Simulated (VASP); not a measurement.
Write the native input for VASP 6.6.1 that does the following.

| Quantity | Value |
| --- | --- |
| Task | single point |
| Functional | LDA |
| Potentials or basis | VASP PAW LDA potentials, release 64 (Ti_sv, O) |
| Cutoff | 520 eV |
| k mesh | 7 × 7 × 7 |
| Occupations | gaussian, width 0.05 eV |
| Spin | collinear spin, random start |
| Starting moments | [-1.04, 0.0] μB |
| Further INCAR settings | ALGO = Fast; EDIFF = 1e-06 |

The structure of TiO lies in POSCAR:

```
TiO
1.0
    2.7083400800      0.0000000000      0.0000000000
    0.0000000000      2.7083400800      0.0000000000
    0.0000000000      0.0000000000      2.7083400800
Ti O
1 1
Direct
    0.0000000000      0.0000000000      0.0000000000
    0.5000000000      0.5000000000      0.5000000000
```

The cell comes from a database or a generator and needn't be the stable form of this composition.

One way to write it, as run:

INCAR

```
PREC = Accurate
ENCUT = 520
EDIFF = 1E-6
ISMEAR = 0
SIGMA = 0.05
LREAL = False
LASPH = True
NELM = 100
ALGO = Fast
ISIF = 2
LWAVE = False
LCHARG = True
ISPIN = 2
MAGMOM = -1.04 0
LORBIT = 11
LMAXMIX = 4
LELF = True
LVHAR = True
```

KPOINTS

```
Automatic mesh
0
Gamma
  7 7 7
```

Potentials or basis: VASP PAW LDA potentials, release 64 (Ti_sv, O).

The run is started by

```sh
$ cat potpaw_LDA.64/Ti_sv/POTCAR potpaw_LDA.64/O/POTCAR > POTCAR
$ mpirun -np 1 vasp_std > vasp.out
```

It gave:

The pressure is -27.7 GPa, the band gap on the k mesh is none (metal or under the smearing width) and the net moment is -0.05 μB per cell. The site moments are Ti -0.04; O -0.00 μB. The valence electrons inside the program's atomic spheres are Ti 10.33; O 4.94.

Caveat: so large a pressure means that the cell lies far from this level's equilibrium, or that cutoff or potentials fall short; semilocal functionals often make such compounds metallic where correlation or magnetic order opens a gap, which also shifts bond lengths.

Wall time 12 s on 1 thread of Intel(R) Xeon(R) Platinum 8488C (Sapphire Rapids), with other jobs on the host, peak memory 0.12 GiB.
